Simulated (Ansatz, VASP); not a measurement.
**Ca in VASP and in Ansatz**

```
CELL_PARAMETERS angstrom
1.63761 -0.94548 5.33895
0.00000 1.89095 5.33895
-1.63761 -0.94548 5.33895
ATOMIC_POSITIONS crystal
Ca 0.25000 0.25000 0.25000
Ca 0.75000 0.75000 0.75000
```

Alike in both runs: functional PBE; k mesh 11 × 11 × 11; occupations fermi-dirac, width 0.05 eV; no spin polarisation.

Ansatz relaxed the structure, and its values are those at the end. VASP's run is a single point on that final structure, the one shown.

|  | VASP | Ansatz |
| --- | --- | --- |
| version | VASP 6.6.1 | Ansatz 0.2.0 |
| potentials or method | VASP PAW PBE potentials, release 64 (Ca_sv), cutoff 520 eV | all-electron LAPW, scalar-relativistic |

|  | VASP | Ansatz | Ansatz less VASP |
| --- | --- | --- | --- |
| pressure (GPa) | 21.0 | 21.0 | -0.02 |

Ansatz ran all-electron here, so the differences hold the error of VASP's frozen core and of both bases. Ansatz warned: «structure_snapped_to_symmetry».

Caveats: so large a pressure means that the cell lies far from this level's equilibrium, or that cutoff or potentials fall short (VASP).
